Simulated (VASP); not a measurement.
# Cu (Fm-3m) in VASP: further runs

Runs on Cu. Level: PBEsol. Tasks: relaxation of the atoms.

Everything below comes from runs of VASP 6.6.1. Logs are shortened: lines on timing, memory, paths and dates and some standing lists are left out, and cuts for length are marked.

### Step 1. The undisturbed crystal

Symmetry: Fm-3m, No. 225, cubic system. Conventional cell: a = 3.615 Å, b = 3.615 Å, c = 3.615 Å, α = 90.00°, β = 90.00°, γ = 90.00°. Cu (site symmetry m-3m) has 12 Cu at 2.56 Å as nearest neighbours.

### Step 2. Relaxation of the atoms, PBEsol (a relaxed cell with its volume scaled by 1.02)

INCAR reads:

```
PREC     = Accurate       # precision mode
ENCUT    = 600            # plane-wave cutoff, eV
EDIFF    = 1E-7           # SCF threshold, eV
ISMEAR   = 1              # smearing method
SIGMA    = 0.1            # smearing width, eV
LREAL    = F              # projectors in reciprocal space
LASPH    = T              # aspherical terms in the spheres
NELM     = 80             # most SCF steps
ALGO     = Normal         # electronic algorithm
ISIF     = 2              # what is computed and relaxed
LWAVE    = F              # write WAVECAR
LCHARG   = F              # write CHGCAR
GGA      = PS             # functional
IBRION   = 2              # ionic algorithm
NSW      = 40             # ionic steps
EDIFFG   = -0.01          # ionic threshold
```

KPOINTS reads:

```
Automatic mesh
0
Gamma
  18 18 18
```

POSCAR reads:

```
Cu                                      
1.0
    0.0000000000      1.7966812412      1.7966812412
    1.7966812412      0.0000000000      1.7966812412
    1.7966812412      1.7966812412      0.0000000000
  Cu            
     1
Direct
     0.0000000000000000    0.0000000000000000    0.0000000000000000
```

Potentials or basis: VASP PAW PBE potentials, release 64 (Cu).

Started as:

```console
cat potpaw_PBE.64/Cu/POTCAR > POTCAR
mpirun -np 1 vasp_std > vasp.out
```

OUTCAR:

```text
PREC = Accurate
   ENCUT = 600
   EDIFF = 1E-7
   ISMEAR = 1
   LREAL = F
   LASPH = T
   NELM = 80
   ISIF = 2
   GGA = PS
   IBRION = 2
   NSW = 40
   EDIFFG = -0.01

 ion  position               nearest neighbor table
   1  0.000  0.000  0.000-

  LATTYP: Found a face centered cubic cell.
 ALAT       =     3.5933624824

  Lattice vectors:

 A1 = (   0.0000000000,   1.7966812412,   1.7966812412)
 A2 = (   1.7966812412,   0.0000000000,   1.7966812412)
 A3 = (   1.7966812412,   1.7966812412,   0.0000000000)

Analysis of symmetry for initial positions (statically):
=====================================================================
 Subroutine PRICEL returns:
 Original cell was already a primitive cell.

 Routine SETGRP: Setting up the symmetry group for a
 face centered cubic supercell.

 Subroutine GETGRP returns: Found 48 space group operations
 (whereof 48 operations were pure point group operations)
 out of a pool of 48 trial point group operations.

The static configuration has the point symmetry O_h .

Analysis of symmetry for dynamics (positions and initial velocities):
=====================================================================
 Subroutine PRICEL returns:
 Original cell was already a primitive cell.

 Routine SETGRP: Setting up the symmetry group for a
 face centered cubic supercell.

 Subroutine GETGRP returns: Found 48 space group operations
 (whereof 48 operations were pure point group operations)
 out of a pool of 48 trial point group operations.

The dynamic configuration has the point symmetry O_h .

 Subroutine INISYM returns: Found 48 space group operations
 (whereof 48 operations are pure point group operations),
 and found     1 'primitive' translations

----------------------------------------------------------------------------------------

                                     Primitive cell

  volume of cell :      11.5996

  direct lattice vectors                    reciprocal lattice vectors
     0.000000000  1.796681241  1.796681241    -0.278290878  0.278290878  0.278290878
     1.796681241  0.000000000  1.796681241     0.278290878 -0.278290878  0.278290878
     1.796681241  1.796681241  0.000000000     0.278290878  0.278290878 -0.278290878

  length of vectors
     2.540890979  2.540890979  2.540890979     0.482013940  0.482013940  0.482013940

  position of ions in fractional coordinates (direct lattice)
     0.000000000  0.000000000  0.000000000

  ion indices of the primitive-cell ions
   primitive index   ion index
                 1           1

----------------------------------------------------------------------------------------

 KPOINTS: Automatic mesh

Automatic generation of k-mesh.
 Grid dimensions read from file:
 generate k-points for:   18   18   18

 Generating k-lattice:

  Cartesian coordinates                     Fractional coordinates (reciprocal lattice)
    -0.015460604  0.015460604  0.015460604     0.055555556  0.000000000  0.000000000
     0.015460604 -0.015460604  0.015460604     0.000000000  0.055555556  0.000000000
     0.015460604  0.015460604 -0.015460604     0.000000000  0.000000000  0.055555556

  Length of vectors
     0.026778552  0.026778552  0.026778552

  Shift w.r.t. Gamma in fractional coordinates (k-lattice)
     0.000000000  0.000000000  0.000000000

 Subroutine IBZKPT returns following result:
 ===========================================

 Found    195 irreducible k-points:

 Following reciprocal coordinates:
            Coordinates               Weight
  0.000000  0.000000  0.000000      1.000000
  0.055556  0.000000  0.000000      8.000000
  0.111111  0.000000  0.000000      8.000000
  0.166667  0.000000  0.000000      8.000000
  0.222222  0.000000  0.000000      8.000000
  0.277778  0.000000  0.000000      8.000000
[... 16 lines left out ...]
 -0.277778  0.055556  0.000000     24.000000
 -0.222222  0.055556  0.000000     24.000000
 [... further k-points ...]
   k-points           NKPTS =    195   k-points in BZ     NKDIM =    195   number of bands    NBANDS=      9
   number of dos      NEDOS =    301   number of ions     NIONS =      1
   total plane-waves  NPLWV =   8000
   dimension x,y,z NGX =    20 NGY =   20 NGZ =   20
   dimension x,y,z NGXF=    40 NGYF=   40 NGZF=   40
   ions per type =               1
   NGX,Y,Z   is equivalent  to a cutoff of  13.09, 13.09, 13.09 a.u.
   NGXF,Y,Z  is equivalent  to a cutoff of  26.17, 26.17, 26.17 a.u.
 SYSTEM =  unknown system
   PREC   = accura    normal or accurate (medium, high low for compatibility)
   ISTART =      0    job   : 0-new  1-cont  2-samecut
   ICHARG =      2    charge: 1-file 2-atom 10-const
   ISPIN  =      1    spin polarized calculation?
   LNONCOLLINEAR =      F non collinear calculations
   LSORBIT =      F    spin-orbit coupling
   LASPH  =      T    aspherical Exc in radial PAW
   ENCUT  =  600.0 eV  44.10 Ry    6.64 a.u.   5.07  5.07  5.07*2*pi/ulx,y,z
   NELM   =     80;   NELMIN=  2; NELMDL= -5     # of ELM steps
   EDIFF  = 0.1E-06   stopping-criterion for ELM
   LREAL  =      F    real-space projection
   EDIFFG = -.1E-01   stopping-criterion for IOM
   NSW    =     40    number of steps for IOM
   IBRION =      2    ionic relax: 0-MD 1-quasi-New 2-CG
   NFREE  =      1    steps in history (QN), initial steepest desc. (CG)
   ISIF   =      2    stress and relaxation
   ISYM   =      2    0-nonsym 1-usesym 2-fastsym
   POTIM  = 0.5000    time-step for ionic-motion
   TEBEG  =    0.0;   TEEND  =   0.0 temperature during run
   PSTRESS=    0.0 pullay stress
   NELECT =      11.0000    total number of electrons
   NUPDOWN=      -1.0000    fix difference up-down
   EMIN   =  10.00;   EMAX   =-10.00  energy-range for DOS
   EFERMI =   0.00;   METHOD = LEGACY
   ISMEAR =     1;   SIGMA  =   0.10  broadening in eV -4-tet -1-fermi 0-gaus
   EFERMI_NEDOS =   21; number of points for ismear=-14 and -15
   IALGO  =     38    algorithm
   IMIX   =      4    mixing-type and parameters
     AMIX     =   0.40;   BMIX     =  1.00
     AMIX_MAG =   1.60;   BMIX_MAG =  1.00
  volume/ion in A,a.u.               =      11.60        78.28
  Fermi-wavevector in a.u.,A,eV,Ry     =   1.608390  3.039416 35.197161  2.586918
  Thomas-Fermi vector in A             =   2.704267
   LORBIT       =      0    0 simple, 1 ext, 2 COOP (PROOUT), +10 PAW based schemes
   GGA     = PS    functional components
   LHFCALC =     F    Hartree Fock is set to
   AEXX    =    0.0000 exact exchange contribution
   IVDW    =     0    specifies the selected vdW correction
   LEPSILON=     F    determine dielectric tensor
   LRPA    =     F    only Hartree local field effects (RPA)
 conjugate gradient relaxation of ions
 non-spin polarized calculation
 Methfessel and Paxton  Order N= 1 SIGMA  =   0.10
  energy-cutoff  :      600.00
  volume of cell :       11.60
 maximum number of plane-waves:       397
   NGX = 11   NGY = 11   NGZ = 11

 number of electron      11.0000008 magnetization

 Free energy of the ion-electron system (eV)
  ---------------------------------------------------
  ext. energy  EPLUGINS =         0.00000000
  ---------------------------------------------------
  free energy    TOTEN  =        -4.30640051 eV

  energy without entropy =       -4.30636706  energy(sigma->0) =       -4.30638936

 E-fermi :   7.5834     XC(G=0): -13.0125

 val. band max:        7.5513036975   @ k =   0.5000   0.3333   0.1667
 cond. band min:       7.5919969366   @ k =   0.5000   0.1111   0.0000
 fundamental gap:      0.0406932391
 Fermi energy:         7.5834052535

 k-point     1 :       0.0000    0.0000    0.0000
  band No.  band energies     occupation
      1      -1.9021      2.00000
      2       4.5492      2.00000
      3       4.5492      2.00000
      4       4.5492      2.00000
      5       5.4051      2.00000
      6       5.4051      2.00000
      7      30.3514      0.00000
      8      33.1063      0.00000
      9      33.1063      0.00000

 k-point     2 :       0.0556    0.0000    0.0000
  band No.  band energies     occupation
      1      -1.7881      2.00000
      2       4.5243      2.00000
      3       4.5713      2.00000
      4       4.5713      2.00000
      5       5.3963      2.00000
      6       5.3963      2.00000
      7      29.7235      0.00000
      8      31.7084      0.00000
      9      32.7368      0.00000

 k-point     3 :       0.1111    0.0000    0.0000
  band No.  band energies     occupation
      1      -1.4499      2.00000
      2       4.4565      2.00000
      3       4.6287      2.00000
      4       4.6287      2.00000
      5       5.3781      2.00000
      6       5.3781      2.00000
      7      27.3127      0.00000
      8      31.0825      0.00000
      9      32.0629      0.00000

 k-point     4 :       0.1667    0.0000    0.0000
  band No.  band energies     occupation
      1      -0.9008      2.00000
      2       4.3671      2.00000
      3       4.6923      2.00000
      4       4.6923      2.00000
      5       5.3777      2.00000
      6       5.3777      2.00000
      7      24.4221      0.00000
      8      30.8145      0.00000
      9      31.4217      0.00000
[... 205 lines left out ...]
 k-point    22 :      -0.3333    0.0556    0.0000
  band No.  band energies     occupation
      1       1.8165      2.00000
      2       4.5752      2.00000
      3       4.5937      2.00000
      4       4.6422      2.00000
      5       5.6736      2.00000
      6       5.9829      2.00000
      7      15.6109      0.00000
      8      27.3296      0.00000
      9      30.1560      0.00000

 k-point    23 :      -0.2778    0.0556    0.0000
  band No.  band energies     occupation
      1       1.0534      2.00000
      2       4.2920      2.00000
      3       4.6606      2.00000
      4       4.7065      2.00000
      5       5.4994      2.00000
      6       5.7734      2.00000
      7      18.0660      0.00000
      8      27.4639      0.00000
      9      30.7975      0.00000

 k-point    24 :      -0.2222    0.0556    0.0000
  band No.  band energies     occupation
      1       0.1965      2.00000
      2       4.2445      2.00000
      3       4.7119      2.00000
      4       4.7518      2.00000
      5       5.3535      2.00000
      6       5.6049      2.00000
      7      20.7267      0.00000
      8      27.7645      0.00000
      9      31.4598      0.00000

 [... further k-points ...]
[... 5 lines left out ...]
  --------------------------------------------------------------------------------------
  -------------------------------------------------------------------------------------
  Total       -0.2207962     -0.2207962     -0.2207962      0.0000000     -0.0000000      0.0000000
  in kB      -30.4971408    -30.4971408    -30.4971408      0.0000000     -0.0000000      0.0000000
  external PRESSURE =     -30.4971408 kB  Pullay stress =       0.0000000 kB

 VOLUME and BASIS-vectors are now :
 -----------------------------------------------------------------------------
  energy-cutoff  :      600.00
  volume of cell :       11.60
      direct lattice vectors                 reciprocal lattice vectors
     0.000000000  1.796681241  1.796681241    -0.278290878  0.278290878  0.278290878
     1.796681241  0.000000000  1.796681241     0.278290878 -0.278290878  0.278290878
     1.796681241  1.796681241  0.000000000     0.278290878  0.278290878 -0.278290878

 POSITION                                       TOTAL-FORCE (eV/Angst)
 -----------------------------------------------------------------------------------
      0.00000      0.00000      0.00000         0.000000     -0.000000      0.000000
 -----------------------------------------------------------------------------------
    total drift:                                0.000000      0.000000      0.000000

  FREE ENERGIE OF THE ION-ELECTRON SYSTEM (eV)
  ---------------------------------------------------
  free  energy   TOTEN  =        -4.3064005077 eV

  energy  without entropy=       -4.3063670566  energy(sigma->0) =       -4.30638936

 reached required accuracy - stopping structural energy minimisation
```

It took 8.8 s on 1 thread of Intel Xeon 6975P-C (Granite Rapids), shared host; peak memory 0.14 GiB.

What came out:

| Quantity | Value |
| --- | --- |
| Free energy | -4.3064 eV |
| Pressure after relaxing | -3.0 GPa |
| Band gap on the k mesh | none (metal or under the smearing width) |

Final structure:
```
Cu
1.0
     0.00000    1.79668    1.79668
     1.79668    0.00000    1.79668
     1.79668    1.79668    0.00000
Cu
1
Cartesian
  0.0000 0.0000 0.0000
```

Levels at points of the mesh, in eV from the Fermi level:
```tsv
k point	band 3	band 4	band 5	band 6	band 7	band 8	band 9
(0.00, 0.00, 0.00)	-3.03	-3.03	-2.18	-2.18	22.77	25.52	25.52
(0.50, 0.00, 0.00)	-3.07	-1.59	-1.59	-1.05	3.87	21.25	22.34
(0.50, 0.50, 0.00)	-1.61	-1.45	-1.45	1.48	7.27	13.21	13.21
```

Caveat: the relaxation stopped at its first step, so nothing moved; the PAW data sets were made with another functional, which shifts forces and pressure a little.

### Step 3. Relaxation of the atoms, PBEsol (a relaxed cell with its volume scaled by 1.04)

INCAR is that of step 2.

KPOINTS is that of step 2.

POSCAR reads:

```
Cu                                      
1.0
    0.0000000000      1.8083483295      1.8083483295
    1.8083483295      0.0000000000      1.8083483295
    1.8083483295      1.8083483295      0.0000000000
  Cu            
     1
Direct
     0.0000000000000000    0.0000000000000000    0.0000000000000000
```

Potentials or basis: VASP PAW PBE potentials, release 64 (Cu).

Started as:

```console
cat potpaw_PBE.64/Cu/POTCAR > POTCAR
mpirun -np 1 vasp_std > vasp.out
```

Run time: 11 s. Hardware: 1 thread of Intel Xeon 6975P-C (Granite Rapids), shared host; peak memory 0.14 GiB.

Results (log left out):

```
Free energy             : -4.3001 eV
Pressure after relaxing : -5.8 GPa
Band gap on the k mesh  : none (metal or under the smearing width)
```

Final structure:
```
Cu
1.0
     0.00000    1.80835    1.80835
     1.80835    0.00000    1.80835
     1.80835    1.80835    0.00000
Cu
1
Direct
  0.00000 0.00000 0.00000
```

Levels at points of the mesh, in eV from the Fermi level:
| k point | band 2 | band 3 | band 4 | band 5 | band 6 | band 7 | band 8 | band 9 |
| --- | --- | --- | --- | --- | --- | --- | --- | --- |
| (0.00, 0.00, 0.00) | -2.97 | -2.97 | -2.97 | -2.14 | -2.14 | 22.61 | 25.22 | 25.22 |
| (0.50, 0.00, 0.00) | -3.00 | -3.00 | -1.58 | -1.58 | -0.99 | 3.78 | 21.11 | 22.03 |
| (0.50, 0.50, 0.00) | -4.37 | -1.59 | -1.44 | -1.44 | 1.50 | 7.13 | 13.06 | 13.06 |

Caveat: the relaxation stopped at its first step, so nothing moved; the PAW data sets were made with another functional, which shifts forces and pressure a little.

(Part 1 of 2 ends here.)
